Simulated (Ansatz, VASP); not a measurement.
One calculation of ZnO, two programs

The input INCAR:

```
SYSTEM = ZnO
ALGO = Normal ; EDIFF = 1E-6
EDIFFG = -0.01 ; ENCUT = 600
GGA = PS ; IBRION = 2
ISIF = 4 ; ISMEAR = 0
LASPH = .TRUE. ; LCHARG = .FALSE.
LREAL = .FALSE. ; LWAVE = .FALSE.
NELM = 60 ; NSW = 60
PREC = Accurate ; SIGMA = 0.05
```

KPOINTS

```
k-points
0
G
  12 12 6
  0 0 0
```

The input POSCAR:

```
ZnO
1.0
    3.2514186453      0.0000000000      0.0000000000
   -1.6257093226      2.8158111452      0.0000000000
    0.0000000000      0.0000000000      5.2489033949
Zn O
2 2
Direct
    0.3333333333      0.6666666667      0.0015876069
    0.6666666667      0.3333333333      0.5015876069
    0.3333333333      0.6666666667      0.3805123931
    0.6666666667      0.3333333333      0.8805123931
```

Input for Ansatz:

```yaml
crystal:
  lattice:
    - [3.2514186453, 0.0, 0.0]
    - [-1.6257093226, 2.8158111452, 0.0]
    - [0.0, 0.0, 5.2489033949]
  atoms:
    - { symbol: Zn, position: [0.3333333333, 0.6666666667, 0.0015876069] }
    - { symbol: Zn, position: [0.6666666667, 0.3333333333, 0.5015876069] }
    - { symbol: O, position: [0.3333333333, 0.6666666667, 0.3805123931] }
    - { symbol: O, position: [0.6666666667, 0.3333333333, 0.8805123931] }
basis:
  ecutwfc: 420
  ecutrho_ratio: 4
kpoints:
  mp_grid: { grid: [12, 12, 6] }
hamiltonian:
  xc: pbesol
scf:
  occupations: { method: gaussian, width: 0.05 }
output:
  forces: true
  stress: true
  eigenvalues: true
relax:
  f_tol: 0.01
  max_steps: 40
  cell: { stress_tol: 0.1, fix: [volume] }
```

Alike in both runs: task relaxation of shape and atoms at fixed volume; functional PBEsol; k mesh 12 × 12 × 6; occupations gaussian, width 0.05 eV; no spin polarisation.

|  | VASP | Ansatz |
| --- | --- | --- |
| version | VASP 6.6.1 | Ansatz 0.2.0 |
| potentials or method | VASP PAW PBE potentials, release 64 (Zn, O) | scalar-relativistic, plane waves, PAW |
| plane-wave cutoff (eV) | 600 | 420 |
| valence electrons in the cell | 36 | 36 |

|  | VASP | Ansatz | Ansatz less VASP |
| --- | --- | --- | --- |
| gap on the k mesh at the Fermi level, each at its own relaxed structure (eV) | 0.66 | 0.68 | +0.014 |
| relaxed volume (Å³/atom) | 12.01 | 12.01 | 0.000 |
| relaxed cell length with the largest relative difference (Å) | 3.251 | 3.251 | 0.0000 |

Caveats: the relaxation stopped at its first step, so nothing moved; the PAW data sets were made with another functional, which shifts forces and pressure a little (VASP). As with any semilocal functional, this PBEsol gap is likely too small.
